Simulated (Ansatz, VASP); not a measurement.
# Ta16N16Cl3 (Cl on TaN(001)): VASP beside Ansatz

Aim: how closely do two programs agree when they are given the same cell, functional and k mesh?

Program: Ansatz 0.2.0. Level of theory: plane waves, with VASP 6.6.1 beside it; single point at PBEsol. Results are calculated unless marked as measured.

## 1. The structure

The cell holds 35 atoms: 16 Ta, 16 N and 3 Cl. Cell: a = 6.194 Å, b = 6.194 Å, c = 24.820 Å, α = 90.0°, β = 90.0°, γ = 90.0°. It derives from TaN. Vacuum lies along c.

Structure file:

```cif
data_structure
_symmetry_space_group_name_H-M 'P 1'
_symmetry_Int_Tables_number 1
_cell_length_a 6.1943
_cell_length_b 6.1943
_cell_length_c 24.8200
_cell_angle_alpha 90.000
_cell_angle_beta 90.000
_cell_angle_gamma 90.000
_cell_volume 952.31
loop_
_atom_site_label
_atom_site_type_symbol
_atom_site_fract_x
_atom_site_fract_y
_atom_site_fract_z
_atom_site_occupancy
Ta1 Ta 0.00000 0.00000 0.32232 1
Ta2 Ta 0.00000 0.50000 0.32232 1
Ta3 Ta 0.50000 0.00000 0.32232 1
Ta4 Ta 0.50000 0.50000 0.32232 1
Ta5 Ta 0.25000 0.25000 0.41056 1
Ta6 Ta 0.25000 0.75000 0.41056 1
Ta7 Ta 0.75000 0.25000 0.41056 1
Ta8 Ta 0.75000 0.75000 0.41056 1
Ta9 Ta 0.00182 0.99818 0.50447 1
Ta10 Ta 0.00182 0.50182 0.50447 1
Ta11 Ta 0.49818 0.99818 0.50447 1
Ta12 Ta 0.49818 0.50182 0.50447 1
Ta13 Ta 0.25000 0.25000 0.59209 1
Ta14 Ta 0.25000 0.75000 0.59290 1
Ta15 Ta 0.75000 0.25000 0.58385 1
Ta16 Ta 0.75000 0.75000 0.59209 1
N17 N 0.25000 0.25000 0.32232 1
N18 N 0.25000 0.75000 0.32232 1
N19 N 0.75000 0.25000 0.32232 1
N20 N 0.75000 0.75000 0.32232 1
N21 N 0.00000 0.00000 0.41056 1
N22 N 0.00000 0.50000 0.41056 1
N23 N 0.50000 0.00000 0.41056 1
N24 N 0.50000 0.50000 0.41056 1
N25 N 0.25000 0.25000 0.49967 1
N26 N 0.25000 0.75000 0.49963 1
N27 N 0.75000 0.25000 0.49945 1
N28 N 0.75000 0.75000 0.49967 1
N29 N 0.99823 0.00177 0.59199 1
N30 N 0.99823 0.49823 0.59199 1
N31 N 0.50177 0.00177 0.59199 1
N32 N 0.50177 0.49823 0.59199 1
Cl33 Cl 0.25000 0.25000 0.68502 1
Cl34 Cl 0.25000 0.75000 0.68445 1
Cl35 Cl 0.75000 0.75000 0.68502 1
```

## 2. Ansatz: single point, PBEsol

Ansatz runs on its default PAW (the set named soft_2) files.

With cell and atoms fixed, the geometry can't cause a difference; cores, projectors, grids and the points listed under the comparison can.

File input.yaml:

```yaml
crystal:
  lattice:
    - [6.194255403, 0.0, 0.0]
    - [0.0, 6.194255403, 0.0]
    - [0.0, 0.0, 24.82]
  atoms:
    - { symbol: Ta, position: [0.0, 0.0, 0.322320709] }
    - { symbol: Ta, position: [0.0, 0.5, 0.322320709] }
    - { symbol: Ta, position: [0.5, 0.0, 0.322320709] }
    - { symbol: Ta, position: [0.5, 0.5, 0.322320709] }
    - { symbol: Ta, position: [0.25, 0.25, 0.410556003] }
    - { symbol: Ta, position: [0.25, 0.75, 0.410556003] }
    - { symbol: Ta, position: [0.75, 0.25, 0.410556003] }
    - { symbol: Ta, position: [0.75, 0.75, 0.410556003] }
    - { symbol: Ta, position: [0.0018208049, 0.9981791951, 0.5044674602] }
    - { symbol: Ta, position: [0.0018208049, 0.5018208049, 0.5044674602] }
    - { symbol: Ta, position: [0.4981791951, 0.9981791951, 0.5044674602] }
    - { symbol: Ta, position: [0.4981791951, 0.5018208049, 0.5044674602] }
    - { symbol: Ta, position: [0.25, 0.25, 0.5920949488] }
    - { symbol: Ta, position: [0.25, 0.75, 0.5929027568] }
    - { symbol: Ta, position: [0.75, 0.25, 0.5838521473] }
    - { symbol: Ta, position: [0.75, 0.75, 0.5920949488] }
    - { symbol: "N", position: [0.25, 0.25, 0.322320709] }
    - { symbol: "N", position: [0.25, 0.75, 0.322320709] }
    - { symbol: "N", position: [0.75, 0.25, 0.322320709] }
    - { symbol: "N", position: [0.75, 0.75, 0.322320709] }
    - { symbol: "N", position: [0.0, 0.0, 0.410556003] }
    - { symbol: "N", position: [0.0, 0.5, 0.410556003] }
    - { symbol: "N", position: [0.5, 0.0, 0.410556003] }
    - { symbol: "N", position: [0.5, 0.5, 0.410556003] }
    - { symbol: "N", position: [0.25, 0.25, 0.4996693994] }
    - { symbol: "N", position: [0.25, 0.75, 0.4996258983] }
    - { symbol: "N", position: [0.75, 0.25, 0.4994511424] }
    - { symbol: "N", position: [0.75, 0.75, 0.4996693994] }
    - { symbol: "N", position: [0.9982348878, 0.0017651122, 0.5919869504] }
    - { symbol: "N", position: [0.9982348878, 0.4982348878, 0.5919869504] }
    - { symbol: "N", position: [0.5017651122, 0.0017651122, 0.5919869504] }
    - { symbol: "N", position: [0.5017651122, 0.4982348878, 0.5919869504] }
    - { symbol: Cl, position: [0.25, 0.25, 0.6850230728] }
    - { symbol: Cl, position: [0.25, 0.75, 0.6844543317] }
    - { symbol: Cl, position: [0.75, 0.75, 0.6850230728] }
hamiltonian:
  xc: pbesol
  pseudopotentials: { kind: paw }
kpoints:
  mp_grid: { grid: [4, 4, 1] }
scf:
  occupations: { method: methfessel_paxton, width: 0.1 }
  n_extra_bands: 12
efield:
  axis: 3
  dipole_correction: true
  ramp_width: 0.04
output:
  forces: true
  eigenvalues: true
```

Launch:

```bash
ansatz run input.yaml --threads 8 --pin off --max-ram 18432MiB --backend cpu --events-out ev --progress --plain --runs-dir out
```

Numbers of over 12 decimals in the logs are rounded to 6 here.

The log of the run:

```text
scf.n_extra_bands = 12 over 155 filled bands (N_el = 309.0): the run solves 167 bands
Engine: ansatz 0.2.0, aarch64-unknown-linux-gnu
Pseudopotentials: kind: paw
Pseudopotential: Ta, paw, valence charge 13, recommended cutoff 420 eV (normal), Ta.paw.azcp
Pseudopotential: N, paw, valence charge 5, recommended cutoff 420 eV (normal), N.paw.azcp
Pseudopotential: Cl, paw, valence charge 7, recommended cutoff 420 eV (normal), Cl.paw.azcp
Functional definition: PBEsol
  exchange = pbesol_x
  correlation = pbesol_c
Crystal: 35 atoms, lattice volume = 952.314 Å³
Basis set: ecut = 420 eV, 18703 PW (Γ), exchange–correlation on 90×90×360 points (8 copies of the dense FFT grid, shifted against one another)
Bands: 167, of which v1, the nominal top of the filled ones, is band 155 counted from 1 (154 counted from 0)
Symmetry: 8 space group operations
Space group: P4mm (ITA 99), of the structure as read, at distance tolerance 9.8e-5 Å
k-points: 6 of 16
Non-local potential: Ta, projectors of the file, l = 0: 3, l = 1: 2, l = 2: 2, l = 3: 1
Non-local potential: N, projectors of the file, l = 0: 2, l = 1: 2, l = 2: 1
Non-local potential: Cl, projectors of the file, l = 0: 2, l = 1: 2, l = 2: 2
PAW form: soft (Blöchl's): semilocal exchange-correlation on the pseudo side does not see the compensation charge
PAW frozen core: Ta, regenerated for the run's functional, and the local potential with it (the file was generated under x = pbe(κ = 0.804, μ = 0.219515), c = pbe(β = 0.066725))
PAW frozen core: N, regenerated for the run's functional, and the local potential with it (the file was generated under x = pbe(κ = 0.804, μ = 0.219515), c = pbe(β = 0.066725))
PAW frozen core: Cl, regenerated for the run's functional, and the local potential with it (the file was generated under x = pbe(κ = 0.804, μ = 0.219515), c = pbe(β = 0.066725))
PAW one-centre angular grid: Ta, 590 points (default); XC on 64 Gauss nodes
PAW one-centre angular grid: N, 110 points (default); XC on 64 Gauss nodes
PAW one-centre angular grid: Cl, 110 points (default); XC on 64 Gauss nodes
Initial density: superposition of atomic densities (neutral atoms: chi_scale 0, normalization atom), corrected by the library's trained network
Initial wavefunctions: pseudopotential atomic-orbital guess
Functional: x = pbesol(κ = 0.804, μ = 0.123457), c = pbesol(β = 0.046)
SCF iter   1: F=—  HF=-166175.131180 eV  |F-HF|=—  |Δ(HF+E_count)|=         —  Δρ=1.06e-2  dr2=2.22e0  ethr=1.77e-3  p=-0.436 e·Å  D=-8.28e-2 V/Å  ΔV_dip=2.06 eV  dr2_dipole=6.48e-3  V_vac-E_F(+/−)=5.74/3.68 eV  ⟨swp⟩=9.8  Hψ=5422  notcnv=0
efield: sawtooth ramp at fractional position 0.9837 (placed from the atoms, in the widest stretch of the axis that holds none; the zero of the levels goes with the place), width 0.0400; the density the first Hamiltonian is built on has a dipole p = -0.436 e·Å; the dipole correction subtracts the counter field D = -8.28e-2 V/Å, which shifts the + side's vacuum level by +2.06 eV against the − side's; the planar-averaged density in the ramp window peaks in size at 6.3e-6 e/Å³
preconditioner: auto → LDOS  [metal: Δε(μ)=0.020 eV  Ē_g=8.040 eV  σ=0.100 eV  W_gap=0.16  n_scr=156 (ndim 8)  ℏωp=16.2 eV  f_vac=0.522  D(μ)=20.50/eV (n_scr^D=110)  β→1.0]
SCF iter   2: F=—  HF=-166174.930762 eV  |F-HF|=—  |Δ(HF+E_count)|=   2.00e-1  S|Δr|=    0.00e0  Δρ=6.81e-3  dr2=4.60e-1  ethr=7.19e-4  p=-0.396 e·Å  D=-7.53e-2 V/Å  ΔV_dip=1.87 eV  dr2_dipole=7.18e-2  V_vac-E_F(+/−)=5.61/3.74 eV  ⟨swp⟩=2.7  Hψ=1833  notcnv=0  defer=15
SCF iter   3: F=—  HF=-166174.848743 eV  |F-HF|=—  |Δ(HF+E_count)|=   8.20e-2  S|Δr|=    0.00e0  Δρ=1.43e-3  dr2=3.33e-2  ethr=1.49e-4  p=-0.434 e·Å  D=-8.24e-2 V/Å  ΔV_dip=2.04 eV  dr2_dipole=1.19e-3  V_vac-E_F(+/−)=5.76/3.71 eV  ⟨swp⟩=2.7  Hψ=1744  notcnv=0  defer=15
SCF iter   4: F=—  HF=-166174.843120 eV  |F-HF|=—  |Δ(HF+E_count)|=   5.62e-3  S|Δr|=    0.00e0  Δρ=4.47e-4  dr2=6.22e-3  ethr=1.08e-5  p=-0.412 e·Å  D=-7.84e-2 V/Å  ΔV_dip=1.95 eV  dr2_dipole=1.32e-3  V_vac-E_F(+/−)=5.66/3.71 eV  ⟨swp⟩=2.8  Hψ=1878  notcnv=0  defer=14
SCF iter   5: F=—  HF=-166174.842373 eV  |F-HF|=—  |Δ(HF+E_count)|=   7.48e-4  S|Δr|=    0.00e0  Δρ=1.82e-4  dr2=8.32e-4  ethr=2.01e-6  p=-0.422 e·Å  D=-8.02e-2 V/Å  ΔV_dip=1.99 eV  dr2_dipole=8.22e-6  V_vac-E_F(+/−)=5.71/3.71 eV  ⟨swp⟩=3.0  Hψ=1616  notcnv=0  defer=13
SCF iter   6: F=—  HF=-166174.842355 eV  |F-HF|=—  |Δ(HF+E_count)|=   1.75e-5  S|Δr|=    0.00e0  Δρ=5.31e-5  dr2=3.96e-5  ethr=2.69e-7  p=-0.422 e·Å  D=-8.01e-2 V/Å  ΔV_dip=1.99 eV  dr2_dipole=4.49e-7  V_vac-E_F(+/−)=5.70/3.71 eV  ⟨swp⟩=2.2  Hψ=1620  notcnv=0  defer=9
SCF iter   7: F=—  HF=-166174.842012 eV  |F-HF|=—  |Δ(HF+E_count)|=   3.43e-4  S|Δr|=    0.00e0  Δρ=2.15e-5  dr2=1.31e-5  ethr=1.28e-8  p=-0.422 e·Å  D=-8.01e-2 V/Å  ΔV_dip=1.99 eV  dr2_dipole=3.68e-6  V_vac-E_F(+/−)=5.70/3.71 eV  ⟨swp⟩=3.2  Hψ=2007  notcnv=0  defer=9
SCF iter   8: F=—  HF=-166174.842014 eV  |F-HF|=—  |Δ(HF+E_count)|=   1.59e-6  S|Δr|=    0.00e0  Δρ=8.99e-6  dr2=4.22e-6  ethr=4.23e-9  p=-0.422 e·Å  D=-8.01e-2 V/Å  ΔV_dip=1.99 eV  dr2_dipole=1.62e-6  V_vac-E_F(+/−)=5.70/3.71 eV  ⟨swp⟩=2.3  Hψ=1609  notcnv=0  defer=9
SCF iter   9: F=—  HF=-166174.842014 eV  |F-HF|=—  |Δ(HF+E_count)|=   5.22e-7  S|Δr|=    0.00e0  Δρ=5.88e-6  dr2=9.26e-7  ethr=1.36e-9  p=-0.422 e·Å  D=-8.01e-2 V/Å  ΔV_dip=1.99 eV  dr2_dipole=2.89e-7  V_vac-E_F(+/−)=5.70/3.71 eV  ⟨swp⟩=2.2  Hψ=1548  notcnv=0  defer=9
SCF iter  10: F=—  HF=-166174.842015 eV  |F-HF|=—  |Δ(HF+E_count)|=   1.17e-7  S|Δr|=    0.00e0  Δρ=2.06e-6  dr2=2.20e-7  ethr=3.00e-10  p=-0.422 e·Å  D=-8.01e-2 V/Å  ΔV_dip=1.99 eV  dr2_dipole=9.23e-8  V_vac-E_F(+/−)=5.70/3.71 eV  ⟨swp⟩=2.8  Hψ=1593  notcnv=0  defer=9
SCF iter  11: F=-166174.842015 eV  HF=-166174.842015 eV  |F-HF|=2.65e-9  |Δ(HF+E_count)|=   5.85e-8  S|Δr|=    0.00e0  Δρ=7.54e-7  dr2=8.98e-9  ethr=3.24e-11  p=-0.422 e·Å  D=-8.01e-2 V/Å  ΔV_dip=1.99 eV  dr2_dipole=1.76e-9  V_vac-E_F(+/−)=5.70/3.71 eV  ⟨swp⟩=14.5  Hψ=4483  notcnv=0
SCF 1 converged in 11 iterations: F = -166174.842015 eV  dr2 = 8.98e-9
  greatest PAW one-centre occupation: 1.000 electrons in one spin orbital (limit 2), on the Ta atom at site 14 (counted from 0), in its partial waves of l = 0
SCF converged after 11 iterations
Stability not checked: this state was not tested for a lower state beside it, because cold or Methfessel-Paxton smearing, or corrected tetrahedra, fill the levels in a way that the test cannot read (fill_not_monotonic; see scf.lower_state_search)
Free energy (F): -166174.842015 eV
Harris-Foulkes:  -166174.842015 eV  (|F-HF|=2.65e-9)
Internal energy: -166174.850588 eV  (E = F + TS)
E sigma→0 (E₀):  -166174.844158 eV
Entropy (-TS):   0.008574 eV (0.245 meV/atom)
Fermi energy:    5.266403 eV
Step filling:    the computed levels leave a gap of 0.0329 eV = 0.3 smearing widths at the electron count; against every level under it full and every level over it empty, smearing changes F+E_penalty+E_count by +1.876 meV and its σ→0 estimate by -0.268 meV
Dipole field:    D = -0.080116 V/Å  (p = -0.421636 e·Å, saw-weighted, corrected)
Work function:   Φ+ = 5.7009 eV   Φ− = 3.7124 eV
Levels:          The Fermi level and band energies are counted from a zero that moves with the ramp; work functions are not
--- Per-component energies (eV) ---
  E_band       = -5390.526526
  E_kinetic    = 8435.789674
  E_local      = -354192.791716  (includes V_loc(G=0)·N_el)
  E_nonlocal   = 1086.715704
  E_hartree    = 173144.084147
  E_xc         = -4745.687027
  E_vxc        = -4846.307334  (∫ρ·V_xc dr)
  E_paw        = -136245.311761  (= ΣΔE_a)
  E_vpaw       = -2142.787428  (= ΣTr[D̂ρ^β])
  E_aug_tail   = 0.003821  (compensation charges beyond the density's cutoff)
  E_efield     = 0.016890  (sawtooth field / dipole correction)
  E_vefield    = -19.313277  (∫n·V_field dr)
  E_ewald      = 146338.226460
  E_core_change = 4.103221  (= ΣΔE_core)
  E_smearing   = 0.008574  (= −TS)
  E_closure    = 0.000000  (closes the sum)
  Σ components = -166174.842015   (vs F -166174.842015, Δ=0.00e0)
--- Forces (eV/Å), atoms counted from 1 ---
  atom   1  Ta    -0.00409980     0.00409980     2.16533711
  atom   2  Ta    -0.00409980    -0.00409980     2.16533711
  atom   3  Ta     0.00409980     0.00409980     2.16533711
  atom   4  Ta     0.00409980    -0.00409980     2.16533711
  atom   5  Ta     0.00000000     0.00000000    -0.29239087
  atom   6  Ta     0.00000000     0.00000000    -0.63495136
  atom   7  Ta    -0.00000000     0.00000000    -0.78771831
  atom   8  Ta     0.00000000     0.00000000    -0.29239087
  atom   9  Ta     0.00296306    -0.00296306    -0.00753992
  atom  10  Ta     0.00296306     0.00296306    -0.00753992
  atom  11  Ta    -0.00296306    -0.00296306    -0.00753992
  atom  12  Ta    -0.00296306     0.00296306    -0.00753992
  atom  13  Ta     0.00000000     0.00000000    -0.00918081
  atom  14  Ta     0.00000000     0.00000000     0.00424479
  atom  15  Ta    -0.00000000     0.00000000    -0.03187474
  atom  16  Ta    -0.00000000     0.00000000    -0.00918081
  atom  17  N     -0.00000000     0.00000000    -1.46529218
  atom  18  N     -0.00000000     0.00000000    -1.52366852
  atom  19  N      0.00000000     0.00000000    -1.36094628
  atom  20  N      0.00000000     0.00000000    -1.46529218
  atom  21  N      0.01950094    -0.01950094    -0.16188887
  atom  22  N      0.01950094     0.01950094    -0.16188887
  atom  23  N     -0.01950094    -0.01950094    -0.16188887
  atom  24  N     -0.01950094     0.01950094    -0.16188887
[...]
atom  28  N     -0.00000000     0.00000000     0.01343785
  atom  29  N      0.00019042    -0.00019042    -0.03386584
  atom  30  N      0.00019042     0.00019042    -0.03386584
  atom  31  N     -0.00019042    -0.00019042    -0.03386584
  atom  32  N     -0.00019042     0.00019042    -0.03386584
  atom  33  Cl    -0.00000000     0.00000000    -0.00002474
  atom  34  Cl     0.00000000     0.00000000    -0.02237551
  atom  35  Cl     0.00000000     0.00000000    -0.00002474
  max |Σ_I F_I| component: 2.83e-5 eV/Å
--- Band table (eV; the first three rows and the last of 6) ---
  k-point 0: bands = [... 151 lower, 5.4581, 5.4581, 5.6405, 5.8161, 5.8161, 5.9042, 6.0897, 6.1734, ... 8 higher]
  k-point 1: bands = [... 151 lower, 4.7478, 4.9777, 5.1636, 5.4016, 5.4091, 5.5976, 5.6689, 5.7583, ... 8 higher]
  k-point 2: bands = [... 151 lower, 4.4798, 4.5777, 4.6571, 4.6583, 4.6972, 4.7506, 4.8427, 5.0401, ... 8 higher]
  k-point 5: bands = [... 151 lower, 5.3671, 5.3845, 5.3845, 5.4087, 5.4178, 5.7993, 5.8153, 5.8376, ... 8 higher]
```

Wall time 33 s (8 threads of Arm Neoverse N1, shared host); peak memory 3.7 GiB.

The column dr2 measures how far the density is from self-consistency, as an energy; F and HF (Harris–Foulkes) agree once it is small.

(Continued in part 2 of 2.)

[Lines on the potential files, build, host, timing and source positions are cut from VASP's logs without a mark.]

[Logs are printed without paths, hosts, clocks, repeated set-up lines and the standing remarks that a program may print on its own settings, such as how far it seeks lower states.]

[Hosts, paths, dates, database ids (printed as entryN), source tags and the programs' standing remarks are cut or masked in the printed files.]
